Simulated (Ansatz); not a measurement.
## Response to strain in CaF2

The parent structure is CaF$_{2}$ in the fluorite structure (space group Fm-3m, No. 225; a = 5.4204 Å). Axes: x, y, z lie along the cube axes.

Strains are applied to the cell and any free atomic positions relax; under biaxial strain the out-of-plane vector relaxes too.

Computed with PBEsol, PAW, 420 eV (Ansatz, a first-principles code; spin-orbit coupling left out), earlier PAW set.

Notes on the quantities. band gap: an upper bound: an edge found on the path is not a true extremum; the base alone; energy relative to the base: free energy F; pressure: mean of the normal stresses, compression positive.

| case | band gap | volume per atom | energy relative to the base | pressure | space group |
|---|---|---|---|---|---|
| base | 7.25 eV | 13.27 Å³ | 0 meV/atom | -0.01 GPa | Fm-3m (No. 225) |
| biaxial strain −1.45 %, plane normal [001], relaxed out of plane | 7.31 eV | 13.00 Å³ | +3.3 meV/atom | 1.88 GPa | I4/mmm (No. 139) |
| biaxial strain +0.62 %, plane normal [001], relaxed out of plane | 7.15 eV | 13.39 Å³ | +0.6 meV/atom | -0.76 GPa | I4/mmm (No. 139) |
| biaxial strain +2.25 %, plane normal [001], relaxed out of plane | 6.90 eV | 13.71 Å³ | +7.5 meV/atom | -2.62 GPa | I4/mmm (No. 139) |
| biaxial strain +0.49 %, plane normal [110], relaxed out of plane | 7.20 eV | 13.34 Å³ | +0.3 meV/atom | -0.47 GPa | Immm (No. 71) |
| isotropic strain −0.92 % | 7.41 eV | 12.91 Å³ | +2.8 meV/atom | 2.54 GPa | Fm-3m (No. 225) |
| uniaxial strain ε_yy = −1.31 % | 7.27 eV | 13.10 Å³ | +1.2 meV/atom | 1.17 GPa | I4/mmm (No. 139) |
| tensor shear ε_xz = −2.23 % | 7.25 eV | 13.26 Å³ | +2.7 meV/atom | 0.11 GPa | Immm (No. 71) |
| tensor shear ε_xy = −0.92 % | 7.25 eV | 13.27 Å³ | +0.5 meV/atom | 0.01 GPa | Immm (No. 71) |

A biaxial case was relaxed in a doubled cell and then solved in the primitive one. Stability against distortions was not tested.
